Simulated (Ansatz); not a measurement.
A relaxation computed with Ansatz, from input to last step.

```yaml
crystal:
  lattice:
    - [6.9942034742, 0.0, 0.0]
    - [0.0, 6.9942034742, 0.0]
    - [0.0, 0.0, 3.6076751748]
  atoms:
    - { symbol: Zr, position: [0.1744786434, 0.6744786434, 0.5] }
    - { symbol: Zr, position: [0.8255213566, 0.3255213566, 0.5] }
    - { symbol: Zr, position: [0.3255213566, 0.1744786434, 0.5] }
    - { symbol: Zr, position: [0.6744786434, 0.8255213566, 0.5] }
    - { symbol: Zr, position: [0.0, 0.0, 0.0] }
    - { symbol: Zr, position: [0.5, 0.5, 0.0] }
    - { symbol: Si, position: [0.6223900186, 0.1223900186, 0.0] }
    - { symbol: Si, position: [0.3776099814, 0.8776099814, 0.0] }
    - { symbol: Si, position: [0.8776099814, 0.6223900186, 0.0] }
    - { symbol: Si, position: [0.1223900186, 0.3776099814, 0.0] }
basis:
  ecutwfc: 420
kpoints:
  mp_grid: { grid: [6, 6, 10] }
hamiltonian:
  xc: pbesol
scf:
  occupations: { method: gaussian, width: 0.1 }
output:
  forces: true
  stress: true
  eigenvalues: true
relax:
  adjacent_minimum: "off"
  f_tol: 0.01
  max_steps: 30
  cell: { stress_tol: 0.1, fix: [volume] }
```

```bash
ansatz run input.yaml --threads 2 --pin off --max-ram 5120MiB --backend cpu --events-out ev --progress --plain --runs-dir out
```

These are results of DFT PBEsol, scalar-relativistic, plane waves, PAW in Ansatz, not measurements.

The volume is held at 0.97 times that of the relaxed cell.

Of 4 frames 3 are shown, positions in Å and forces in eV/Å; the SCF threshold varies from step to step. Steps run on the plane waves of an earlier cell, with a Pulay correction in the pressure. The basis is chosen afresh for the last frame, the zero of the energies, and at times for earlier ones too; energy and pressure step there, also at an unchanged geometry. The mark taken_back stands on steps that the optimiser undid.

```xyz
10
Lattice="6.9942 0.0000 0.0000 0.0000 6.9942 0.0000 0.0000 0.0000 3.6077" Properties=species:S:1:pos:R:3:forces:R:3 pbc="T T T" step=1 free_energy_over_end_meV_per_atom=0.12 pressure_GPa=4.64
Zr    1.2203    4.7174    1.8038    0.0241    0.0241    0.0000
Zr    5.7739    2.2768    1.8038   -0.0241   -0.0241    0.0000
Zr    2.2768    1.2203    1.8038   -0.0241    0.0241    0.0000
Zr    4.7174    5.7739    1.8038    0.0241   -0.0241    0.0000
Zr    0.0000    0.0000    0.0000    0.0000    0.0000    0.0000
Zr    3.4971    3.4971    0.0000    0.0000    0.0000    0.0000
Si    4.3531    0.8560    0.0000   -0.0037   -0.0037    0.0000
Si    2.6411    6.1382    0.0000    0.0037    0.0037    0.0000
Si    6.1382    4.3531    0.0000    0.0037   -0.0037    0.0000
Si    0.8560    2.6411    0.0000   -0.0037    0.0037    0.0000
10
Lattice="7.0187 0.0000 0.0000 0.0000 7.0187 0.0000 0.0000 0.0000 3.5826" Properties=species:S:1:pos:R:3:forces:R:3 pbc="T T T" step=2 free_energy_over_end_meV_per_atom=0.28 pressure_GPa=4.47 taken_back
Zr    1.2314    4.7408    1.7913   -0.0435   -0.0435    0.0000
Zr    5.7872    2.2779    1.7913    0.0435    0.0435    0.0000
Zr    2.2779    1.2314    1.7913    0.0435   -0.0435    0.0000
Zr    4.7408    5.7872    1.7913   -0.0435    0.0435    0.0000
Zr    0.0000    0.0000    0.0000    0.0000    0.0000    0.0000
Zr    3.5093    3.5093    0.0000    0.0000    0.0000    0.0000
Si    4.3650    0.8556    0.0000    0.0011    0.0011    0.0000
Si    2.6537    6.1630    0.0000   -0.0011   -0.0011    0.0000
Si    6.1630    4.3650    0.0000   -0.0011    0.0011    0.0000
Si    0.8556    2.6537    0.0000    0.0011   -0.0011    0.0000
10
Lattice="7.0039 0.0000 0.0000 0.0000 7.0039 0.0000 0.0000 0.0000 3.5977" Properties=species:S:1:pos:R:3:forces:R:3 pbc="T T T" step=4 free_energy_over_end_meV_per_atom=0.00 pressure_GPa=4.57
Zr    1.2246    4.7265    1.7988    0.0000    0.0000    0.0000
Zr    5.7793    2.2774    1.7988    0.0000    0.0000    0.0000
Zr    2.2774    1.2246    1.7988    0.0000    0.0000    0.0000
Zr    4.7265    5.7793    1.7988    0.0000    0.0000    0.0000
Zr    0.0000    0.0000    0.0000    0.0000    0.0000    0.0000
Zr    3.5019    3.5019    0.0000    0.0000    0.0000    0.0000
Si    4.3578    0.8559    0.0000    0.0002    0.0002    0.0000
Si    2.6461    6.1480    0.0000   -0.0002   -0.0002    0.0000
Si    6.1480    4.3578    0.0000   -0.0002    0.0002    0.0000
Si    0.8559    2.6461    0.0000    0.0002   -0.0002    0.0000
```

The run took 95 s on 2 threads of Arm Neoverse V1 (shared host), peak memory 0.75 GiB.